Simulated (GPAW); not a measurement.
Runs of GPAW 26.7.0 on PtS2. The structure is trigonal, space group P-3m1 (No. 164). Conventional cell: a = 3.543 Å, b = 3.543 Å, c = 5.039 Å, α = 90.00°, β = 90.00°, γ = 120.00°. Pt (site symmetry -3m) is surrounded by 6 S at 2.34 Å. S (site symmetry 3m) is surrounded by 3 Pt at 2.34 Å. 

| task | level | potentials or basis | U | k mesh | cutoff (eV) | smearing | maxiter | convergence | valence bands | conduction bands | integrate gamma | mesh quality | gap on the mesh (eV) | pressure (GPa) | largest force (eV/Å) |
| --- | --- | --- | --- | --- | --- | --- | --- | --- | --- | --- | --- | --- | --- | --- | --- |
| single point | r2SCAN | GPAW PAW data sets (gpaw-data 1.2.1), pw | - | 7 × 7 × 4 | 500 | fermi-dirac 0.05 eV | 120 | default | - | - | - | not flagged | 0.98 | 9.1 | 1.22 |
| single point | PBE | GPAW PAW data sets (gpaw-data 1.2.1), pw | - | 7 × 7 × 4 | 500 | fermi-dirac 0.05 eV | 120 | default | - | - | - | not flagged | 0.81 | (b) | 1.29 |
| optical spectrum | PBE | GPAW PAW data sets (gpaw-data 1.2.1), pw | - | 7 × 7 × 4 | 400 | fermi-dirac 0.001 eV | 150 | - | - | - | - | not flagged | 0.81 | - | - |
| optical spectrum | LDA+U | the program's PAW data sets (release 1.2.1) made for this functional, pw | Pt d U = 4.5 eV | 7 × 7 × 4 | 400 | fermi-dirac 0.001 eV | 150 | - | - | - | - | not flagged | (a) | - | - |

Alike in all rows: no spin polarisation; cell as given.

Estimate the missing entries.

(a) 0.59; (b) 11.7.

Caveats: spin-orbit coupling is left out, which moves the levels of the heavy elements; an odd mesh through Γ misses points on the zone boundary, where band edges often lie (some runs); the cutoff is short for stress and forces, so pressures can be off by a GPa or more (some runs); with so narrow a direct gap the onset needs a denser k mesh (some runs); the long-wavelength limit can be off by several per cent where d states take part (some runs); independent-particle spectra lack excitons (some runs); the PAW data sets were made with another functional, which shifts forces and pressure a little (some runs).

A k mesh can miss the band edges, and the runs leave out spin-orbit coupling on Pt.
